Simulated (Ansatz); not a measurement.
# AlAs5: balancing the decomposition

These are results of Ansatz 0.2.0, DFT PBE, scalar-relativistic, plane waves, PAW, not measurements. Settings: cutoff 420 eV, Γ-centred meshes spaced at most about 0.3 Å⁻¹, and about 0.25 Å⁻¹ or finer for metals (2π included), Gaussian smearing. No spin polarisation.

Energies over the elements count from the elements' standard structures at the same level, with no fitted energy shifts.

Temperature and zero-point effects are left out. The reference form of As is held partly by dispersion forces, which this level lacks.

A trial structure of AlAs5 (reached from: random cell; relaxed: space group I4/mmm (No. 139), a = 5.751 Å, c = 7.776 Å) has a formation energy of 0.255 eV/atom. At its composition the lowest mixture among the elements and 1 reference phase computed alike (others may be missing) consists of these:

```json
{"phase": "As (solid)", "source": "element", "ΔE_f (eV/atom)": "-0.001"}
{"phase": "AlAs (F-43m)", "source": "COD", "ΔE_f (eV/atom)": "-0.487"}
```

The lowest database cell of As (-0.001) lies slightly below the reference, hence the non-zero entry.

**Question.** Write the balanced decomposition and find its energy per atom, per formula unit and per mole of formula units.

**Answer.** Balancing Al and As gives AlAs5 → 4 As + AlAs. The left side holds 6 atoms, and the products take 4/6 (As) and 2/6 (AlAs) of them. The mixture therefore lies at 4/6 × (-0.001) + 2/6 × (-0.487) = -0.163 eV/atom. The reaction energy is -0.163 − (0.255) = -0.418 eV/atom. Times 6 atoms that is -2.508 eV per AlAs5, and times 96.485 it is -242 kJ per mole of AlAs5. Decomposition is downhill, so the trial structure is unstable against this mixture.
